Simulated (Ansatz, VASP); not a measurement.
## Two plane-wave programs on AlCo

INCAR

```
PREC     = Accurate       # precision mode
ENCUT    = 520            # plane-wave cutoff, eV
EDIFF    = 1E-7           # SCF threshold, eV
ISMEAR   = -5             # smearing method
SIGMA    = 0.05           # smearing width, eV
LREAL    = False          # projectors in reciprocal space
LASPH    = True           # aspherical terms in the spheres
NELM     = 150            # most SCF steps
ALGO     = Fast           # electronic algorithm
ISIF     = 2              # what is computed and relaxed
LWAVE    = False          # write WAVECAR
LCHARG   = True           # write CHGCAR
ISPIN    = 2              # spin polarisation
MAGMOM   = 2 0            # initial moments
LORBIT   = 11             # projections on sites
LMAXMIX  = 4              # l up to which the mixer works
LDAU     = True           # DFT+U
LDAUTYPE = 2            
LDAUL    = 2 -1           # shell
LDAUU    = 7 0            # U, eV
LDAUJ    = 0 0          
LDAUPRINT= 1            
GGA      = RP             # functional
IVDW     = 13             # dispersion correction
LELF     = True           # ELF
LVHAR    = True         
NBANDS   = 17             # bands
```

Contents of KPOINTS:

```
Automatic mesh
0
Gamma
  9 9 9
```

File POSCAR:

```
AlCo
1.0
    2.8194032100      0.0000000000      0.0000000000
    0.0000000000      2.8194032100      0.0000000000
    0.0000000000      0.0000000000      2.8194032100
Co Al
1 1
Direct
    0.5000000000      0.5000000000      0.5000000000
    0.0000000000      0.0000000000      0.0000000000
```

Contents of input.yaml:

```yaml
crystal:
  lattice:
    - [2.81940321, 0.0, 0.0]
    - [0.0, 2.81940321, 0.0]
    - [0.0, 0.0, 2.81940321]
  atoms:
    - { symbol: Co, position: [0.5, 0.5, 0.5], spin: 2.0 }
    - { symbol: Al, position: [0.0, 0.0, 0.0] }
hamiltonian:
  xc: rpbe
  pseudopotentials: { kind: paw }
  dispersion: d4
  hubbard:
    sites: [{ species: Co, l: d, u_eff: 7.0 }]
    projectors: ortho-atomic
magnetization:
  spin_polarized: true
kpoints:
  mp_grid: { grid: [9, 9, 9] }
  band_path:
    path:
      - [[0.0, 0.0, 0.0], [0.0, 0.5, 0.0], [0.5, 0.5, 0.0], [0.0, 0.0, 0.0], [0.5, 0.5, 0.5], [0.0, 0.5, 0.0]]
      - [[0.5, 0.5, 0.0], [0.5, 0.5, 0.5]]
    npoints: 14
scf:
  occupations: { method: tetrahedron }
  n_extra_bands: 6
  mixing: { preconditioner: resta }
output:
  forces: true
  stress: true
  fatbands: false
```

The cell is a database's computed one.

Alike in both runs: functional RPBE; dispersion D4; k mesh 9 × 9 × 9; occupations tetrahedron; collinear spin; Hubbard terms Co d U = 7.0 eV.

|  | VASP | Ansatz |
| --- | --- | --- |
| version | VASP 6.6.1 | Ansatz 0.2.0 |
| potentials or method | VASP PAW PBE potentials, release 64 (Co, Al) | Ansatz PAW |
| plane-wave cutoff (eV) | 520 | 420 |
| valence electrons in the cell | 12 | 20 |
| task | single point | band structure |

|  | VASP | Ansatz | Ansatz less VASP |
| --- | --- | --- | --- |
| gap on the k mesh at the Fermi level (eV) | none | none | - |
| net moment per atom (μB) | 0.81 | 0.81 | +0.003 |
| size of the moment on the site where the two differ most (μB) | 1.74 | 1.68 | -0.055 |
| dispersion energy (meV/atom) | -875.6 | -875.6 | -0.06 |

Site moments also hang on the region over which each program counts them. The programs project onto different local orbitals, so the same U acts differently. A gap of «none» marks a metal or a gap that the smearing closes. The two sets of potentials don't hold the same shells in valence.

Caveats: the U is typed as a test and isn't derived for this compound; the magnetic or orbital state may not be the lowest (Ansatz). The state reached can hang on the start; a lower one may exist.
